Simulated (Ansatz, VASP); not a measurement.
Al: VASP beside Ansatz

The input POSCAR:

```
Al
1.0
   -1.6707796245      1.6707796245      1.5912186900
    1.6707796245     -1.6707796245      1.5912186900
    1.6707796245      1.6707796245     -1.5912186900
Al
1
Direct
    0.0000000000      0.0000000000      0.0000000000
```

File INCAR.step1:

```
SYSTEM = Al
  PREC = Accurate
  ENCUT = 520
  ISMEAR = 0
  SIGMA = 0.15
  LREAL = .FALSE.
  LASPH = .TRUE.
  NELM = 100
  NBANDS = 8
  GGA = PE
  ALGO = Normal
  EDIFF = 1E-4
  LWAVE = .TRUE.
  LCHARG = .FALSE.
```

The input INCAR.step2:

```
SYSTEM = Al
  PREC = Accurate
  ENCUT = 520
  EDIFF = 1E-6
  ISMEAR = 0
  SIGMA = 0.15
  LREAL = .FALSE.
  LASPH = .TRUE.
  NELM = 100
  ALGO = Normal
  ISIF = 2
  LWAVE = .FALSE.
  LCHARG = .FALSE.
  METAGGA = R2SCAN
  LMIXTAU = .TRUE.
  NBANDS = 8
  ISTART = 1
```

Contents of KPOINTS:

```
regular mesh
0
G
  20 20 20
  0 0 0
```

Input for Ansatz:

```yaml
crystal:
  lattice:
    - [-1.6707796245, 1.6707796245, 1.59121869]
    - [1.6707796245, -1.6707796245, 1.59121869]
    - [1.6707796245, 1.6707796245, -1.59121869]
  atoms:
    - { symbol: Al, position: [0.0, 0.0, 0.0] }
basis:
  ecutwfc: 500
kpoints:
  mp_grid: { grid: [20, 20, 20] }
hamiltonian:
  xc: r2scan
scf:
  occupations: { method: gaussian, width: 0.15 }
output:
  forces: true
  stress: true
  eigenvalues: true
```

Change from the starting cell: strain +0.050 along x and y, +0.000 along z, atoms carried along.

Alike in both runs: task single point; functional r2SCAN; k mesh 20 × 20 × 20; occupations gaussian, width 0.15 eV; no spin polarisation.

|  | VASP | Ansatz |
| --- | --- | --- |
| version | VASP 6.6.1 | Ansatz 0.2.0 |
| potentials or method | VASP PAW PBE potentials, release 64 (Al) | scalar-relativistic, plane waves, PAW |
| plane-wave cutoff (eV) | 520 | 500 |
| valence electrons in the cell | 3 | 3 |

Ansatz gave:

| Item | Value |
| --- | --- |
| gap on the k mesh at the Fermi level (eV) | none |
| pressure (GPa) | -6.3 |
| largest component of the traceless stress (GPa) | 1.17 |

Task: Estimate VASP's values.

Result: gap on the k mesh at the Fermi level (eV): none; pressure (GPa): -6.5; largest component of the traceless stress (GPa): 1.17.

A gap of «none» marks a metal or a gap that the smearing closes.

Caveats: the PAW data sets were made with another functional, which shifts forces and pressure a little (VASP).
